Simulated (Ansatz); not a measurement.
**CdS (Fm-3m): elasticity against pressure**

```
Cd S
1.0
     0.00000    2.66976    2.66976
     2.66976    0.00000    2.66976
     2.66976    2.66976    0.00000
Cd S
1 1
Direct
  0.00000 0.00000 0.00000
  0.50000 0.50000 0.50000
```

This is the zero-pressure cell. At each pressure cell and atoms are relaxed in this structure, and the constants are slopes of the stress at strains of ±0.005 with relaxed ions (the coefficients that govern stability under load). Level: LDA, PAW on Ansatz 0.2.0's default frozen-core files (fitted under PBE), scalar-relativistic; k mesh 16×16×16, strains of ±0.005, Fermi-Dirac smearing of 0.080 eV, cutoff 420 eV. P is the pressure of the relaxed cell, less that of this one.

```
P (GPa)    V/V₀  C11 (GPa)  C12 (GPa)  C44 (GPa)
   0.00  1.0000      157.3       60.1       36.0
   0.99  0.9896      166.4       62.5       36.1
   1.97  0.9799      175.1       64.9       36.2
   4.00  0.9614      193.1       69.8       36.2
   6.96  0.9374      218.8       76.7       36.2
  10.00       ?          ?          ?          ?
  14.96  0.8855      285.0       94.5       35.7
```

Problem. Does the bulk modulus from the constants agree with the pressure-volume curve?

Solution. A third-order Birch-Murnaghan fit to the volumes shown (F against f, f = [(V₀/V)^(2/3) − 1]/2) gives B₀ = 92.5 GPa and B′ = 4.7. Its −V dP/dV stands beside (C11 + 2C12)/3:

```csv
P (GPa),from P(V),from the constants
0.00,92.5,92.5
0.99,97.1,97.1
1.97,101.6,101.7
4.00,110.8,110.9
6.96,124.0,124.0
14.96,158.2,158.0
```

Problem. What are the pressure derivatives at zero pressure?

Solution. Slopes at V₀ of quadratic fits in −ln(V/V₀) through the first four rows shown, divided by B₀: dC11/dP = 9.2, dC12/dP = 2.5, dC44/dP = 0.1. The mean slopes up to 2.0 GPa are 9.1, 2.5, 0.1; curvature and scatter of the constants part the two. The combination (dC11/dP + 2 dC12/dP)/3 = 4.7 stands against B′.

Problem. Fill the row at 10.00 GPa.

Solution. Cubic fits in −ln(V/V₀) through all rows shown give C11 = 244.3, C12 = 83.5, C44 = 36.1 GPa. Computed: V/V₀ = 0.9158, C11 (GPa) = 244.3, C12 (GPa) = 83.6, C44 (GPa) = 36.1.

Problem. Does a shear stiffness soften?

Solution. C44 goes from 36.0 to 35.7 GPa, through a maximum of 36.2 near 4 GPa; (C11 − C12)/2 goes from 48.6 to 95.2 GPa. Neither ends more than 3 % under its start, and the lattice stays mechanically stable over this range.

Limits of these numbers: no other phase was computed; many crystals of this kind change structure within this range, and rows or crossings beyond such a change describe a metastable lattice; frozen-core PAW files fitted under PBE, their cores solved anew for the functional of the run; the gap is closed or tiny at this level, so small that the run used smearing; responses move with mesh and smearing; this form is stable only when hot or under pressure; cold crystals distort or take another structure; responses of metals move with mesh and smearing; phonons weren't checked at these pressures.
